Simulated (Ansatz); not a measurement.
## Symmetry broken, then relaxed in HfN

The calculation used Ansatz 0.2.0, DFT PBE, scalar-relativistic, plane waves, PAW. The runs took a 420 eV cutoff, a Γ-centred 12×12×12 mesh and Gaussian smearing (0.15 eV). Spin–orbit coupling is left out, which can shift energies with elements as heavy as these. No spin polarisation. Energies are free energies at this smearing, counted from the undisturbed cell; pressure is positive in compression.

The undisturbed cell (relaxed at this level):

```
CELL_PARAMETERS angstrom
0.00000 2.27390 2.27390
2.27390 0.00000 2.27390
2.27390 2.27390 0.00000
ATOMIC_POSITIONS crystal
Hf 0.00000 0.00000 0.00000
N 0.50000 0.50000 0.50000
```

The atoms are displaced (Å, in the unstrained cell):

| atom | ux | uy | uz |
| --- | --- | --- | --- |
| Hf1 | 0.016 | -0.012 | -0.003 |
| N2 | -0.016 | 0.012 | 0.003 |

Cell and atoms are then relaxed.

Does the relaxation return to the undisturbed structure?

Yes (up to a choice of domain or origin): same space group and volume, and an energy 0.0 meV/atom from it. The disturbance itself cost 4.4 meV/atom. The final space group reads Fm-3m (tolerance 0.05 Å) and the volume changes by -0.03 %.

Final structure:

```xyz
2
Lattice="0.0000 2.2737 2.2737 2.2737 0.0000 2.2737 2.2737 2.2737 0.0000" Properties=species:S:1:pos:R:3 pbc="T T T"
Hf    4.5474    2.2737    2.2737
N     2.2737    2.2737    2.2737
```

The relaxation, step by step (energy from the first step; small jumps at an unchanged geometry come where the plane waves are selected anew for the new cell):

```
step  ΔE (meV/atom) largest force component (eV/Å) pressure (GPa)
   1            0.0                           0.351            0.13
   2           -4.1                           0.099            0.12
   3           -4.4                           0.000           -0.08
   4           -4.4                           0.001            0.09
   5           -4.4                           0.000            0.00
   6           -4.4                           0.000            0.00
```